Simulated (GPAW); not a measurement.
Wanted: an ASE script for a GPAW 26.7.0 run.

```
Task                : equation of state
Functional          : TPSS
Dispersion          : D4
Potentials or basis : GPAW PAW data sets (gpaw-data 1.2.1)
Cutoff              : 800 eV
Basis               : pw
k mesh              : 10 × 10 × 10
Occupations         : fermi-dirac, width 0.05 eV
Spin                : no spin polarisation
Eigensolver         : davidson
Maxiter             : 150
Eos scales          : [0.94, 0.96, 0.98, 1.0, 1.02, 1.04, 1.06]
```

The system is GaN.

```
Ga N
1.0
     0.00000    2.25350    2.25350
     2.25350    0.00000    2.25350
     2.25350    2.25350    0.00000
Ga N
1 1
Direct
  0.00000 0.00000 0.00000
  0.75000 0.75000 0.75000
```

The cell is a database's computed one.

One way to write it, as run:

run.py

```python
from ase.calculators.mixing import SumCalculator
from ase.eos import EquationOfState
from ase.io import Trajectory
from ase.spacegroup import crystal
from ase.units import GPa
from dftd4.ase import DFTD4
from gpaw import GPAW, PW

# Ga 4a
# N 4d
atoms = crystal(['Ga', 'N'],
                basis=[[0.0, 0.0, 0.0],
                       [0.25, 0.25, 0.75]],
                spacegroup=216, setting=1,  # F-43m
                cellpar=[4.50700122, 4.50700122, 4.50700122, 90.0, 90.0, 90.0],
                primitive_cell=True)

traj = Trajectory('eos.traj', 'w')
volumes, energies = [], []
for x in [0.94, 0.96, 0.98, 1.0, 1.02, 1.04, 1.06]:
    a = atoms.copy()
    a.set_cell(atoms.cell * x**(1 / 3), scale_atoms=True)
    calc = GPAW(mode=PW(800),
                xc='MGGA_X_TPSS+MGGA_C_TPSS',
                kpts={'size': (10, 10, 10), 'gamma': True},
                occupations={'name': 'fermi-dirac', 'width': 0.05},
                nbands=11,
                convergence={'density': 1e-05, 'energy': 1e-05},
                eigensolver='davidson',
                maxiter=150,
                txt=f'eos-{x:.2f}.txt')
    a.calc = SumCalculator([calc, DFTD4(method='tpss')])
    energies.append(a.get_potential_energy())
    volumes.append(a.get_volume())
    p = -a.get_stress()[:3].mean() / GPa
    calc.write(f'eos-{x:.2f}.gpw')
    traj.write(a)
    print(f'{x:.2f} {volumes[-1]:10.4f} A^3 {energies[-1]:14.6f} eV {p:9.3f} GPa', flush=True)

v0, e0, B = EquationOfState(volumes, energies, eos='birchmurnaghan').fit()
print(f'V0 = {v0:.4f} A^3, E0 = {e0:.6f} eV, B0 = {B / GPa:.2f} GPa')
```

Potentials or basis: GPAW PAW data sets (gpaw-data 1.2.1), pw.

Command:

```bash
$ OMP_NUM_THREADS=1 python run.py
```

Results of the run:

```
Equilibrium volume : 11.67 Å³/atom (rough: see the caveat)
Bulk modulus       : 210 GPa (rough)
```

Caveat: the data sets keep Ga 3d, Li 1s and Be 1s frozen, and some such compounds lay over 1.5 % in volume off other programs; the points scatter about the fit; the PAW data sets were made with another functional, which shifts forces and pressure a little.

Wall time 6.5 min on 1 thread of Intel(R) Xeon(R) Platinum 8488C (Sapphire Rapids) (shared host), peak memory 0.56 GiB.
